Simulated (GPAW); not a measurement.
# LiF (Pm-3m) in GPAW: reference runs

Aim: a first look at LiF with PBE, on the cell as given and on a disturbed one.

All numbers are computed with GPAW 26.7.0; they aren't measurements. Logs are shortened: lines on timing, memory, paths and dates and some standing lists are left out, and cuts for length are marked. The log counts tension as positive stress, the text compression.

**1. The structure**

It takes space group Pm-3m (No. 221, cubic). Conventional cell: a = 2.560 Å, b = 2.560 Å, c = 2.560 Å, α = 90.00°, β = 90.00°, γ = 90.00°. F (site symmetry m-3m) is surrounded by 8 Li at 2.22 Å. Around Li (site symmetry m-3m) lie 8 F at 2.22 Å.

Measurements of this composition are mostly on another form, of space group No. 225.

**2. Single point, PBE**

run.py

```python
from ase import Atoms
from ase.dft.bandgap import bandgap
from ase.io import write
from ase.units import Bohr, GPa
from gpaw import GPAW, PW
from gpaw.elf import elf_from_dft_calculation

atoms = Atoms(['F', 'Li'],
              cell=[[2.559533, 0.0, 0.0],
                    [0.0, 2.559533, 0.0],
                    [0.0, 0.0, 2.559533]],
              scaled_positions=[[0.5, 0.5, 0.5],
                                [0.0, 0.0, 0.0]],
              pbc=True)

calc = GPAW(mode=PW(800),
            xc='PBE',
            kpts={'size': (10, 10, 10), 'gamma': True},
            occupations={'name': 'fermi-dirac', 'width': 0.05},
            nbands=11,
            convergence={'density': 1e-05, 'energy': 1e-05},
            maxiter=150,
            txt='gpaw.txt')
atoms.calc = calc
energy = atoms.get_potential_energy()
forces = atoms.get_forces()
stress = atoms.get_stress()
calc.write('gs.gpw')
write('result.traj', atoms)
print(f'Energy: {energy:.6f} eV')
print('Forces (eV/A):')
print(forces.round(4))
print('Stress (GPa):', (stress / GPa).round(3))
print('Fermi level:', round(calc.get_fermi_level(), 4), 'eV')
print(f'Gap: {bandgap(calc)[0]:.4f} eV, direct: {bandgap(calc, direct=True)[0]:.4f} eV')

# fields on the real-space grid
write('density.cube', atoms, data=calc.get_pseudo_density() * Bohr**3)
write('potential.cube', atoms, data=calc.get_electrostatic_potential())
write('elf.cube', atoms, data=elf_from_dft_calculation(calc).data)
```

Potentials or basis: GPAW PAW data sets (gpaw-data 1.2.1), pw.

Launch:

```bash
OMP_NUM_THREADS=1 python run.py
```

gpaw.txt:

```text
__  _  _
 | _ |_)|_||  |
 |__||  | ||/\| - 26.7.0

Input parameters:
  mode=PW(ecut=800.0),
  convergence={'density': 1e-05, 'energy': 1e-05},
  kpts=MonkhorstPack(size=(10, 10, 10), gamma=True),
  maxiter=150,
  nbands=11,
  occupations=Occupations(name='fermi-dirac', width=0.05),
  xc=XC(name='PBE')

Diagonalizing LCAO Hamiltonian
Converting LCAO to pw mode
   .-----.
  /|     |
 * |     |
 | .-F---.
 |/     /
 Li----*

Atoms  # Å, Bohr magnetons
|   | symbol |        x |        y |        z |    initial magnetic moments |
|---|--------|----------|----------|----------|-----------------------------|
| 0 |      F | 1.279767 | 1.279767 | 1.279767 | ( 0.0000,  0.0000,  0.0000) |
| 1 |     Li | 0.000000 | 0.000000 | 0.000000 | ( 0.0000,  0.0000,  0.0000) |

Unit cell  # Å
| periodic |        x |        y |        z |  lengths |    angles |
|----------|----------|----------|----------|----------|-----------|
|      yes | 2.559533 | 0.000000 | 0.000000 | 2.559533 | 90.000000 |
|      yes | 0.000000 | 2.559533 | 0.000000 | 2.559533 | 90.000000 |
|      yes | 0.000000 | 0.000000 | 2.559533 | 2.559533 | 90.000000 |

Number of symmetries: 48
Symmetry operations  # r_c * U_cc + t_c -> r_c
|    | kind |            matrix            |
|----|------|------------------------------|
|  0 |  E   |  1, 0, 0,  0, 1, 0,  0, 0, 1 |
|  1 |  σ   |  1, 0, 0,  0, 1, 0,  0, 0,-1 |
|  2 |  σ   |  1, 0, 0,  0, 0, 1,  0, 1, 0 |
|  3 |  C4  |  1, 0, 0,  0, 0, 1,  0,-1, 0 |
|  4 |  C4  |  1, 0, 0,  0, 0,-1,  0, 1, 0 |
|  5 |  σ   |  1, 0, 0,  0, 0,-1,  0,-1, 0 |
|  6 |  σ   |  1, 0, 0,  0,-1, 0,  0, 0, 1 |
|  7 |  C2  |  1, 0, 0,  0,-1, 0,  0, 0,-1 |
|  8 |  σ   |  0, 1, 0,  1, 0, 0,  0, 0, 1 |
|  9 |  C2  |  0, 1, 0,  1, 0, 0,  0, 0,-1 |
| 10 |  C3  |  0, 1, 0,  0, 0, 1,  1, 0, 0 |
| 11 |  S6  |  0, 1, 0,  0, 0, 1, -1, 0, 0 |
| 12 |  S6  |  0, 1, 0,  0, 0,-1,  1, 0, 0 |
| 13 |  C3  |  0, 1, 0,  0, 0,-1, -1, 0, 0 |
| 14 |  C4  |  0, 1, 0, -1, 0, 0,  0, 0, 1 |
| 15 |  S4  |  0, 1, 0, -1, 0, 0,  0, 0,-1 |
| 16 |  C3  |  0, 0, 1,  1, 0, 0,  0, 1, 0 |
| 17 |  S6  |  0, 0, 1,  1, 0, 0,  0,-1, 0 |
| 18 |  σ   |  0, 0, 1,  0, 1, 0,  1, 0, 0 |
| 19 |  C4  |  0, 0, 1,  0, 1, 0, -1, 0, 0 |
| 20 |  C2  |  0, 0, 1,  0,-1, 0,  1, 0, 0 |
| 21 |  S4  |  0, 0, 1,  0,-1, 0, -1, 0, 0 |
| 22 |  S6  |  0, 0, 1, -1, 0, 0,  0, 1, 0 |
| 23 |  C3  |  0, 0, 1, -1, 0, 0,  0,-1, 0 |
| 24 |  S6  |  0, 0,-1,  1, 0, 0,  0, 1, 0 |
| 25 |  C3  |  0, 0,-1,  1, 0, 0,  0,-1, 0 |
| 26 |  C4  |  0, 0,-1,  0, 1, 0,  1, 0, 0 |
| 27 |  σ   |  0, 0,-1,  0, 1, 0, -1, 0, 0 |
| 28 |  S4  |  0, 0,-1,  0,-1, 0,  1, 0, 0 |
| 29 |  C2  |  0, 0,-1,  0,-1, 0, -1, 0, 0 |
| 30 |  C3  |  0, 0,-1, -1, 0, 0,  0, 1, 0 |
| 31 |  S6  |  0, 0,-1, -1, 0, 0,  0,-1, 0 |
| 32 |  C4  |  0,-1, 0,  1, 0, 0,  0, 0, 1 |
| 33 |  S4  |  0,-1, 0,  1, 0, 0,  0, 0,-1 |
| 34 |  S6  |  0,-1, 0,  0, 0, 1,  1, 0, 0 |
| 35 |  C3  |  0,-1, 0,  0, 0, 1, -1, 0, 0 |
| 36 |  C3  |  0,-1, 0,  0, 0,-1,  1, 0, 0 |
| 37 |  S6  |  0,-1, 0,  0, 0,-1, -1, 0, 0 |
| 38 |  σ   |  0,-1, 0, -1, 0, 0,  0, 0, 1 |
| 39 |  C2  |  0,-1, 0, -1, 0, 0,  0, 0,-1 |
| 40 |  σ   | -1, 0, 0,  0, 1, 0,  0, 0, 1 |
| 41 |  C2  | -1, 0, 0,  0, 1, 0,  0, 0,-1 |
| 42 |  C2  | -1, 0, 0,  0, 0, 1,  0, 1, 0 |
| 43 |  S4  | -1, 0, 0,  0, 0, 1,  0,-1, 0 |
| 44 |  S4  | -1, 0, 0,  0, 0,-1,  0, 1, 0 |
| 45 |  C2  | -1, 0, 0,  0, 0,-1,  0,-1, 0 |
| 46 |  C2  | -1, 0, 0,  0,-1, 0,  0, 0, 1 |
| 47 |  i   | -1, 0, 0,  0,-1, 0,  0, 0,-1 |

BZ-sampling:
  Number of BZ points: 1000
  Number of IBZ points: 56

  Monkhorst-Pack size: [10, 10, 10]
  Monkhorst-Pack shift: [0.05, 0.05, 0.05]

K-points  # in reciprocal-cell coordinates
|     |                                coordinates |     weight |
|-----|--------------------------------------------|------------|
|   0 | (  0.00000000,   0.00000000,   0.00000000) | 0.00100000 |
|   1 | (  0.10000000,   0.00000000,   0.00000000) | 0.00600000 |
|   2 | (  0.10000000,   0.10000000,   0.00000000) | 0.01200000 |
|   3 | (  0.10000000,   0.10000000,   0.10000000) | 0.00800000 |
|   4 | (  0.20000000,   0.00000000,   0.00000000) | 0.00600000 |
|   5 | (  0.20000000,   0.10000000,   0.00000000) | 0.02400000 |
|   6 | (  0.20000000,   0.10000000,   0.10000000) | 0.02400000 |
|   7 | (  0.20000000,   0.20000000,   0.00000000) | 0.01200000 |
|   8 | (  0.20000000,   0.20000000,   0.10000000) | 0.02400000 |
|   9 | (  0.20000000,   0.20000000,   0.20000000) | 0.00800000 |
| ... |                                            |            |
|  55 | (  0.50000000,   0.50000000,   0.50000000) | 0.00100000 |

Plane wave coefficients: 912
Cutoff: 800.0 eV

Spin-components: 1 (collinear spins)
Bands:           11
Projectors:      8
Spin-degeneracy: 2
Datatype:        complex128

Parallelization:
  kpt:    1
  domain: 1
  band:   1

Density:
  Valence electrons: 8.0
  Components: 1
  Grid points: [18 18 18]
  Charge: 0.0  # |e|

Potential:
  Grid points: [18 18 18]

species:
  F:
    name:    Fluorine
    Z:       9.0
    valence: 7
    core:    2
    charge:  0.0  # [|e|]
    compensation charges:
      type: gauss
      rc: 0.20  # [Å]
      lmax: 2
    cutoffs:
      filter: 1.14  # [Å]
      core: 0.74  # [Å]
    projectors
    | kind |    occ | energy [eV] | rcut [Å] |
    |------|--------|-------------|----------|
    |   2s |  2.000 |     -29.898 |    0.635 |
    |   2p |  5.000 |     -11.110 |    0.635 |
    |    s |        |      -2.687 |    0.635 |
    |    p |        |      16.102 |    0.635 |
    |    d |        |       0.000 |    0.635 |

    Using partial waves for F as LCAO basis

  Li:
    name:    Lithium
    Z:       3.0
    valence: 1
    core:    2
    charge:  0.0  # [|e|]
    compensation charges:
      type: gauss
      rc: 0.33  # [Å]
      lmax: 2
    cutoffs:
      filter: 1.91  # [Å]
      core: 2.55  # [Å]
    projectors
    | kind |    occ | energy [eV] | rcut [Å] |
    |------|--------|-------------|----------|
    |   2s |  1.000 |      -2.874 |    1.058 |
    |   2p |  0.000 |      -1.090 |    1.058 |
    |    s |        |      24.337 |    1.058 |

    Using partial waves for Li as LCAO basis

Reference energy: -2916.868605  # eV

eigensolver:
  PPCG
  Converge bands: occupied
  niter=2

density mixing:
  MSR1-Mixer
  Pratt-step length: 0.05
  Maximum mixing coefficient: 0.75
  Old densities: 10
  SVD Regularization: 0.005
  Good broyden scale: 1.0
  Trust region scale: 1.0
  Backstep threshold: 4.0
  History deletion threshold: 6.0
  Fourier metric: weight=20.0, sigma=0.015

occupation numbers:
  Fermi-Dirac:
    width: 0.0500  # eV

poisson solver:
  ecut: 6400.0  # eV

xc functional:
  name: PBE with 2 nearest neighbor stencil

convergence criteria:
- Maximum integral of absolute [dens]ity change: 1e-05 electrons / valence electron
- Maximum [total energy] change in last 3 cyles: 1e-05 eV / valence electron
- Maximum integral of absolute [eigenst]ate change: 4e-08 eV^2 / valence electron
maximum number of iterations: 150

SCF iterations
|iter     | |      energy | eigst |  dens |
|---------|-|-------------|-------|-------|
|iter:   1| |   -9.171090 | -0.63 |       |
|iter:   2| |   -9.119686 | -2.70 | -1.09 |
|iter:   3| |   -8.975203 | -1.20 | -1.13 |
|iter:   4| |   -8.978607 | -4.00 | -1.57 |
|iter:   5| |   -8.980964 | -3.71 | -1.88 |
|iter:   6| |   -8.980989 | -5.68 | -3.02 |
|iter:   7| |   -8.980997c| -6.11 | -3.36 |
|iter:   8| |   -8.980997c| -7.78c| -4.73 |
|iter:   9| |   -8.980997c| -7.80c| -5.08c|

Converged in 9 steps
Energy contributions relative to reference atoms: (reference = -2916.868605)

Energy contributions:
  Kinetic:           9.942639
  Coulomb:          -9.627198
  Zero:              0.091712
  External:          0.000000
  Xc:               -9.388150
  Entropy:          -0.000000
  Spinorbit:         0.000000
  ----------------------------
  Free energy:      -8.980997
  Extrapolated:     -8.980997

dipole moment: (-1.472498, -1.472498, -1.472498)  # |e|*Ang

Fermi level: 3.189
Eigenvalues  # (at kpt = [0.000, 0.000, 0.000])
| band index |      eig [eV] | occ [0-2] |
|------------|---------------|-----------|
|          0 |       -20.429 |     2.000 |
|          1 |        -0.273 |     2.000 |
|          2 |        -0.273 |     2.000 |
|          3 |        -0.273 |     2.000 |
|          4 |         7.870 |     0.000 |
|          5 |        19.394 |     0.000 |
|          6 |        19.394 |     0.000 |
|          7 |        21.411 |     0.000 |
|          8 |        21.411 |     0.000 |
|          9 |        21.411 |     0.000 |
|         10 |        39.119 |     0.000 |

Gap: 7.474 eV
Transition (v -> c):
  (s=0, k=50, n=3, [0.50, 0.50, 0.00]) -> (s=0, k=0, n=4, [0.00, 0.00, 0.00])
Direct/indirect transitions are different
Direct gap: 8.143 eV
Transition at: (s=0, k=0, n=3, [0.00, 0.00, 0.00])

Forces  # eV/Ang
|        x |        y |       z |
|----------|----------|---------|
| -0.00000 | -0.00000 | 0.00000 |  # F    0
|  0.00000 |  0.00000 | 0.00000 |  # Li   1

Stress tensor  # eV/Ang^3
|        x |        y |        z |
|----------|----------|----------|
| 0.007519 | 0.000000 | 0.000000 |
| 0.000000 | 0.007519 | 0.000000 |
| 0.000000 | 0.000000 | 0.007519 |

# Writing to gs.gpw (mode='')
```

It took 12 s on 1 thread of Arm Neoverse V1, shared host; peak memory 0.14 GiB.

Results:

* Free energy: -8.9810 eV
* Pressure: -1.2 GPa
* Band gap on the k mesh: 7.47 eV, indirect (least direct gap 8.14 eV)

**3. Single point, PBE (atoms moved at random, drawn with an rms of 0.05 Å)**

run.py

```python
from ase.dft.bandgap import bandgap
from ase.io import read, write
from ase.units import GPa
from gpaw import GPAW, PW

atoms = read('POSCAR')

calc = GPAW(mode=PW(800),
            xc='PBE',
            kpts={'size': (10, 10, 10), 'gamma': True},
            occupations={'name': 'fermi-dirac', 'width': 0.05},
            nbands=11,
            convergence={'density': 1e-05, 'energy': 1e-05},
            maxiter=150,
            txt='gpaw.txt')
atoms.calc = calc
energy = atoms.get_potential_energy()
forces = atoms.get_forces()
stress = atoms.get_stress()
calc.write('gs.gpw')
write('result.traj', atoms)
print(f'Energy: {energy:.6f} eV')
print('Forces (eV/A):')
print(forces.round(4))
print('Stress (GPa):', (stress / GPa).round(3))
print('Fermi level:', round(calc.get_fermi_level(), 4), 'eV')
print(f'Gap: {bandgap(calc)[0]:.4f} eV, direct: {bandgap(calc, direct=True)[0]:.4f} eV')
```

POSCAR

```
LiF
1.0
    2.5595330000      0.0000000000      0.0000000000
    0.0000000000      2.5595330000      0.0000000000
    0.0000000000      0.0000000000      2.5595330000
F Li
1 1
Direct
    0.5164030000      0.5079880000      0.5080480000
    0.0104630000     -0.0051880000      0.0181000000
```

Potentials or basis: GPAW PAW data sets (gpaw-data 1.2.1), pw.

Launch:

```bash
OMP_NUM_THREADS=1 python run.py
```

gpaw.txt:

```text
__  _  _
 | _ |_)|_||  |
 |__||  | ||/\| - 26.7.0

Input parameters:
  mode=PW(ecut=800.0),
  convergence={'density': 1e-05, 'energy': 1e-05},
  kpts=MonkhorstPack(size=(10, 10, 10), gamma=True),
  maxiter=150,
  nbands=11,
  occupations=Occupations(name='fermi-dirac', width=0.05),
  xc=XC(name='PBE')

Diagonalizing LCAO Hamiltonian
Converting LCAO to pw mode
   .-----.
  /|     |
 * | F   |
 | Li----.
 |/     /
 *-----*

Atoms  # Å, Bohr magnetons
|   | symbol |        x |         y |        z |    initial magnetic moments |
|---|--------|----------|-----------|----------|-----------------------------|
| 0 |      F | 1.321751 |  1.300212 | 1.300366 | ( 0.0000,  0.0000,  0.0000) |
| 1 |     Li | 0.026780 | -0.013279 | 0.046328 | ( 0.0000,  0.0000,  0.0000) |

Unit cell  # Å
| periodic |        x |        y |        z |  lengths |    angles |
|----------|----------|----------|----------|----------|-----------|
|      yes | 2.559533 | 0.000000 | 0.000000 | 2.559533 | 90.000000 |
|      yes | 0.000000 | 2.559533 | 0.000000 | 2.559533 | 90.000000 |
|      yes | 0.000000 | 0.000000 | 2.559533 | 2.559533 | 90.000000 |

Number of symmetries: 1
Symmetry operations  # r_c * U_cc + t_c -> r_c
|   | kind |            matrix            |
|---|------|------------------------------|
| 0 |  E   |  1, 0, 0,  0, 1, 0,  0, 0, 1 |

BZ-sampling:
  Number of BZ points: 1000
  Number of IBZ points: 504

  Monkhorst-Pack size: [10, 10, 10]
  Monkhorst-Pack shift: [0.05, 0.05, 0.05]

K-points  # in reciprocal-cell coordinates
|     |                                coordinates |     weight |
|-----|--------------------------------------------|------------|
|   0 | (  0.00000000,   0.00000000,   0.00000000) | 0.00100000 |
|   1 | (  0.00000000,   0.00000000,   0.10000000) | 0.00200000 |
|   2 | (  0.00000000,   0.00000000,   0.20000000) | 0.00200000 |
|   3 | (  0.00000000,   0.00000000,   0.30000000) | 0.00200000 |
|   4 | (  0.00000000,   0.00000000,   0.40000000) | 0.00200000 |
|   5 | (  0.00000000,   0.00000000,   0.50000000) | 0.00100000 |
|   6 | (  0.00000000,   0.10000000,  -0.40000000) | 0.00200000 |
|   7 | (  0.00000000,   0.10000000,  -0.30000000) | 0.00200000 |
|   8 | (  0.00000000,   0.10000000,  -0.20000000) | 0.00200000 |
|   9 | (  0.00000000,   0.10000000,  -0.10000000) | 0.00200000 |
| ... |                                            |            |
| 503 | (  0.50000000,   0.50000000,   0.50000000) | 0.00100000 |

Plane wave coefficients: 912
Cutoff: 800.0 eV

Spin-components: 1 (collinear spins)
Bands:           11
Projectors:      8
Spin-degeneracy: 2
Datatype:        complex128

Parallelization:
  kpt:    1
  domain: 1
  band:   1

Density:
  Valence electrons: 8.0
  Components: 1
  Grid points: [18 18 18]
  Charge: 0.0  # |e|

Potential:
  Grid points: [18 18 18]

species:
  F:
    name:    Fluorine
    Z:       9.0
    valence: 7
    core:    2
    charge:  0.0  # [|e|]
    compensation charges:
      type: gauss
      rc: 0.20  # [Å]
      lmax: 2
    cutoffs:
      filter: 1.14  # [Å]
      core: 0.74  # [Å]
    projectors
    | kind |    occ | energy [eV] | rcut [Å] |
    |------|--------|-------------|----------|
    |   2s |  2.000 |     -29.898 |    0.635 |
    |   2p |  5.000 |     -11.110 |    0.635 |
    |    s |        |      -2.687 |    0.635 |
    |    p |        |      16.102 |    0.635 |
    |    d |        |       0.000 |    0.635 |

    Using partial waves for F as LCAO basis

  Li:
    name:    Lithium
    Z:       3.0
    valence: 1
    core:    2
    charge:  0.0  # [|e|]
    compensation charges:
      type: gauss
      rc: 0.33  # [Å]
      lmax: 2
    cutoffs:
      filter: 1.91  # [Å]
      core: 2.55  # [Å]
    projectors
    | kind |    occ | energy [eV] | rcut [Å] |
    |------|--------|-------------|----------|
    |   2s |  1.000 |      -2.874 |    1.058 |
    |   2p |  0.000 |      -1.090 |    1.058 |
    |    s |        |      24.337 |    1.058 |

    Using partial waves for Li as LCAO basis

Reference energy: -2916.868605  # eV

eigensolver:
  PPCG
  Converge bands: occupied
  niter=2

density mixing:
  MSR1-Mixer
  Pratt-step length: 0.05
  Maximum mixing coefficient: 0.75
  Old densities: 10
  SVD Regularization: 0.005
  Good broyden scale: 1.0
  Trust region scale: 1.0
  Backstep threshold: 4.0
  History deletion threshold: 6.0
  Fourier metric: weight=20.0, sigma=0.015

occupation numbers:
  Fermi-Dirac:
    width: 0.0500  # eV

poisson solver:
  ecut: 6400.0  # eV

xc functional:
  name: PBE with 2 nearest neighbor stencil

convergence criteria:
- Maximum integral of absolute [dens]ity change: 1e-05 electrons / valence electron
- Maximum [total energy] change in last 3 cyles: 1e-05 eV / valence electron
- Maximum integral of absolute [eigenst]ate change: 4e-08 eV^2 / valence electron
maximum number of iterations: 150

SCF iterations
|iter     | |      energy | eigst |  dens |
|---------|-|-------------|-------|-------|
|iter:   1| |   -9.171997 | -0.63 |       |
|iter:   2| |   -9.120439 | -2.71 | -1.09 |
|iter:   3| |   -8.975411 | -1.20 | -1.13 |
|iter:   4| |   -8.978807 | -3.99 | -1.57 |
|iter:   5| |   -8.981171 | -3.71 | -1.88 |
|iter:   6| |   -8.981196 | -5.68 | -3.02 |
|iter:   7| |   -8.981204c| -6.10 | -3.35 |
|iter:   8| |   -8.981204c| -8.09c| -4.71 |
|iter:   9| |   -8.981204c| -7.94c| -5.08c|

Converged in 9 steps
Energy contributions relative to reference atoms: (reference = -2916.868605)

Energy contributions:
  Kinetic:           9.961106
  Coulomb:          -9.641157
  Zero:              0.091607
  External:          0.000000
  Xc:               -9.392761
  Entropy:          -0.000000
  Spinorbit:         0.000000
  ----------------------------
  Free energy:      -8.981204
  Extrapolated:     -8.981204

dipole moment: (-1.442215, 1.448200, -1.408596)  # |e|*Ang

Fermi level: 3.186
Eigenvalues  # (at kpt = [0.000, 0.000, 0.000])
| band index |      eig [eV] | occ [0-2] |
|------------|---------------|-----------|
|          0 |       -20.430 |     2.000 |
|          1 |        -0.275 |     2.000 |
|          2 |        -0.274 |     2.000 |
|          3 |        -0.273 |     2.000 |
|          4 |         7.868 |     0.000 |
|          5 |        19.358 |     0.000 |
|          6 |        19.377 |     0.000 |
|          7 |        21.424 |     0.000 |
|          8 |        21.440 |     0.000 |
|          9 |        21.459 |     0.000 |
|         10 |        39.099 |     0.000 |

Gap: 7.473 eV
Transition (v -> c):
  (s=0, k=457, n=3, [0.50, 0.00, 0.50]) -> (s=0, k=0, n=4, [0.00, 0.00, 0.00])
Direct/indirect transitions are different
Direct gap: 8.141 eV
Transition at: (s=0, k=0, n=3, [0.00, 0.00, 0.00])

Forces  # eV/Ang
|        x |        y |        z |
|----------|----------|----------|
|  0.00303 |  0.00679 | -0.00497 |  # F    0
| -0.00289 | -0.00661 |  0.00496 |  # Li   1

Stress tensor  # eV/Ang^3
|         x |         y |        z |
|-----------|-----------|----------|
|  0.007258 | -0.000156 | 0.000119 |
| -0.000156 |  0.007098 | 0.000263 |
|  0.000119 |  0.000263 | 0.007179 |

# Writing to gs.gpw (mode='')
```

Run time: 88 s. Hardware: 1 thread of Arm Neoverse V1, shared host; peak memory 0.29 GiB.

What came out:

```yaml
Free_energy: -8.9812 eV
Pressure: -1.2 GPa
Largest_force: 0.009 eV/Å
Band_gap_on_the_k_mesh: 7.47 eV, indirect (least direct gap 8.14 eV)
```

Forces on the atoms (eV/Å):
```
F    0.003  0.007 -0.005
Li  -0.003 -0.007  0.005
```
